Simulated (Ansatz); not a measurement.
Relaxed AlSb (zinc blende):

```
CELL_PARAMETERS angstrom
      0.00000     3.08862     3.08862
      3.08862     0.00000     3.08862
      3.08862     3.08862     0.00000
ATOMIC_POSITIONS crystal
  Sb 0.75000 0.75000 0.75000
  Al 0.00000 0.00000 0.00000
```

In this cell atom 1 (Sb, nearest neighbour Al at 2.675 Å; its periodic images, 4.4 Å or more away, move with it) is moved by u·(1.000, 0.000, 0.000) + v·(0.000, 1.000, 0.000); the rest is frozen.

Method: r2SCAN (plane waves to 500 eV, PAW, scalar-relativistic; Ansatz, a program for electronic structure). k mesh 11×11×11 (Γ-centred), Fermi-Dirac smearing 0.05 eV. As the smearing reaches across the gap at some points, energies and forces of such displacements shift with the k mesh and the smearing. Fu and Fv are the components of the force on the atom. AlSb was relaxed with its symmetry unable to fall. Spin-orbit coupling is left out, though Sb is heavy. 

```csv
Fu (eV/Å),u = -0.670,u = -0.335,u = 0.000,u = 0.335,u = 0.670
v = -0.670,6.56,3.87,0.00,-3.87,-6.56
v = -0.335,4.45,…,0.00,…,-4.45
v = 0.000,3.78,…,0.00,…,-3.78
v = 0.335,4.45,…,0.00,…,-4.45
v = 0.670,6.56,3.87,0.00,-3.87,-6.56
```

Some entries are withheld; supply them.


- v = -0.335, u = -0.335: 2.82
- v = -0.335, u = 0.335: -2.82
- v = 0.000, u = -0.335: 2.47
- v = 0.000, u = 0.335: -2.47
- v = 0.335, u = -0.335: 2.82
- v = 0.335, u = 0.335: -2.82

(For displaced atoms, the force is minus the slope of the energy, and its curvature is a force constant, which sets phonon frequencies.)
